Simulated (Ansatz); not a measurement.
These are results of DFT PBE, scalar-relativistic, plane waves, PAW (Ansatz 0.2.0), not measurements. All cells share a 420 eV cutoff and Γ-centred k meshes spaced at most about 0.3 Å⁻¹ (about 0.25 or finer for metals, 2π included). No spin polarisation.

These are static total energies at zero pressure.

Task: Order these relaxed structures of Al5Cu3 by energy, lowest first, with the energy over the lowest of them.
A.

```xyz
8
Lattice="2.8142 0.0000 0.0000 0.0000 2.8142 0.0000 0.0000 0.0000 14.4161" Properties=species:S:1:pos:R:3 pbc="T T T"
Al    0.0000    0.0000   12.3195
Al    0.0000    0.0000    2.0966
Al    0.0000    0.0000    5.5005
Al    0.0000    0.0000    8.9156
Al    1.4071    1.4071    0.0000
Cu    1.4071    1.4071    3.8040
Cu    1.4071    1.4071    7.2080
Cu    1.4071    1.4071   10.6120
```

B.

```xyz
8
Lattice="3.9167 0.0000 0.0000 0.0000 3.9167 0.0000 0.0000 0.0000 7.5314" Properties=species:S:1:pos:R:3 pbc="T T T"
Al    0.0000    1.9583    2.0051
Al    0.0000    1.9583    5.5263
Al    1.9583    0.0000    2.0051
Al    1.9583    0.0000    5.5263
Al    0.0000    0.0000    0.0000
Cu    0.0000    0.0000    3.7657
Cu    1.9583    1.9583    0.0000
Cu    1.9583    1.9583    3.7657
```

C.

```xyz
8
Lattice="3.7564 0.0000 0.0000 0.0000 3.9155 0.0000 0.0000 0.0000 7.8447" Properties=species:S:1:pos:R:3 pbc="T T T"
Al    0.0000    0.0000    3.9224
Al    0.0000    0.0000    0.0000
Al    1.8782    1.9578    0.0000
Al    0.0000    1.9578    5.8086
Al    0.0000    1.9578    2.0362
Cu    1.8782    0.0000    5.8535
Cu    1.8782    0.0000    1.9912
Cu    1.8782    1.9578    3.9224
```

Result: A (0 meV/atom), B (34 meV/atom), C (44 meV/atom). Forms: A P4/mmm; B P4/mmm; C Pmmm. Counting all near atoms (those within 1.25 times the shortest distance at each site): A has Al 12, Cu 12; B has Al 12, Cu 12; C has Al 12, Cu 12. All come from invented guesses. The lowest form computed isn't among them: it has space group R-3m (No. 166), 15.4 Å³/atom and lies 69 meV/atom below the best shown.

For metals, differences of a few meV/atom aren't resolved. Cells relaxed within their symmetry can be saddle points. Some candidate types were left out of the draw beforehand, so a known form may be missing.
